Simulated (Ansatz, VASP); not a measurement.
**One calculation of BaO, two programs**

The input INCAR:

```
PREC = Accurate
ENCUT = 520
EDIFF = 1E-7
ISMEAR = -1
SIGMA = 0.05
LREAL = F
LASPH = T
NELM = 100
ALGO = Normal
ISIF = 2
LWAVE = F
LCHARG = F
GGA = PE
NBANDS = 15
```

KPOINTS

```
Automatic mesh
0
Gamma
  8 8 8
```

The input POSCAR:

```
BaO
1.0
    0.0000000000      2.7861883605      2.7861883605
    2.7861883605      0.0000000000      2.7861883605
    2.7861883605      2.7861883605      0.0000000000
Ba O
1 1
Direct
    0.0000000000      0.0000000000      0.0000000000
    0.5000000000      0.5000000000      0.5000000000
```

The input input.yaml:

```yaml
crystal:
  lattice:
    - [0.0, 2.7861883605, 2.7861883605]
    - [2.7861883605, 0.0, 2.7861883605]
    - [2.7861883605, 2.7861883605, 0.0]
  atoms:
    - { symbol: Ba, position: [0.0, 0.0, 0.0] }
    - { symbol: O, position: [0.5, 0.5, 0.5] }
hamiltonian:
  xc: pbe
  pseudopotentials: { kind: paw }
kpoints:
  mp_grid: { grid: [8, 8, 8] }
scf:
  occupations: { method: fermi_dirac, width: 0.05 }
output:
  forces: true
  stress: true
  eigenvalues: true
```

Change from the starting cell: volume scaled by 1.04.

Alike in both runs: task single point; functional PBE; k mesh 8 × 8 × 8; occupations fermi-dirac, width 0.05 eV; no spin polarisation.

|  | VASP | Ansatz |
| --- | --- | --- |
| version | VASP 6.6.1 | Ansatz 0.2.0 |
| potentials or method | VASP PAW PBE potentials, release 64 (Ba_sv, O) | Ansatz PAW |
| plane-wave cutoff (eV) | 520 | 420 |
| valence electrons in the cell | 16 | 16 |

Ansatz gave:

| Property | Result |
| --- | --- |
| gap on the k mesh at the Fermi level (eV) | 2.10 |
| least direct gap on the mesh (eV) | 2.10 |
| pressure (GPa) | 0.0 |

Question: Estimate VASP's values.

Answer: gap on the k mesh at the Fermi level (eV): 2.03; least direct gap on the mesh (eV): 2.03; pressure (GPa): 1.6.

Caveats: spin-orbit coupling is left out, which moves the levels of the heavy elements. A k mesh can miss the band edges.
